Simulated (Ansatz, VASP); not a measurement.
HfO2: VASP beside Ansatz

INCAR

```
PREC = Accurate
ENCUT = 520
EDIFF = 1E-6
ISMEAR = 0
SIGMA = 0.05
LREAL = F
LASPH = T
NELM = 80
ALGO = Normal
ISIF = 2
LWAVE = F
LCHARG = F
GGA = PE
NBANDS = 18
```

The input KPOINTS:

```
Automatic mesh
0
Gamma
  8 8 8
```

File POSCAR:

```
HfO2
1.0
    0.0000000000      2.4213654731      2.6125259052
    2.4213654731      0.0000000000      2.6125259052
    2.4213654731      2.4213654731      0.0000000000
Hf O
1 2
Direct
    0.0000000000      0.0000000000      0.0000000000
    0.2500000000      0.2500000000      0.2500000000
    0.7500000000      0.7500000000      0.7500000000
```

Input for Ansatz:

```yaml
crystal:
  lattice:
    - [0.0, 2.4213654731, 2.6125259052]
    - [2.4213654731, 0.0, 2.6125259052]
    - [2.4213654731, 2.4213654731, 0.0]
  atoms:
    - { symbol: Hf, position: [0.0, 0.0, 0.0] }
    - { symbol: O, position: [0.25, 0.25, 0.25] }
    - { symbol: O, position: [0.75, 0.75, 0.75] }
basis:
  ecutwfc: 420
kpoints:
  mp_grid: { grid: [8, 8, 8] }
hamiltonian:
  xc: pbe
scf:
  occupations: { method: gaussian, width: 0.05 }
output:
  forces: true
  stress: true
  eigenvalues: true
```

Change from the starting cell: strain -0.050 along x and y, +0.025 along z, atoms carried along.

Alike in both runs: task single point; functional PBE; k mesh 8 × 8 × 8; occupations gaussian, width 0.05 eV; no spin polarisation.

```csv
,VASP,Ansatz
version,VASP 6.6.1,Ansatz 0.2.0
potentials or method,"VASP PAW PBE potentials, release 64 (Hf_pv, O)","scalar-relativistic, plane waves, PAW"
plane-wave cutoff (eV),520,420
valence electrons in the cell,22,38
```

VASP gave:

```
gap on the k mesh at the Fermi level (eV)       : 2.96
least direct gap on the mesh (eV)               : 3.36
pressure (GPa)                                  : 18.4
largest component of the traceless stress (GPa) : 26.00
```

Q: Estimate Ansatz's values.

A: gap on the k mesh at the Fermi level (eV): 2.94; least direct gap on the mesh (eV): 3.33; pressure (GPa): 22.7; largest component of the traceless stress (GPa): 25.45.

The two sets of potentials don't hold the same shells in valence.

Caveats: so large a pressure means that the cell lies far from this level's equilibrium, or that cutoff or potentials fall short (VASP); spin-orbit coupling is left out, which moves the levels of the heavy elements. A k mesh can miss the band edges.
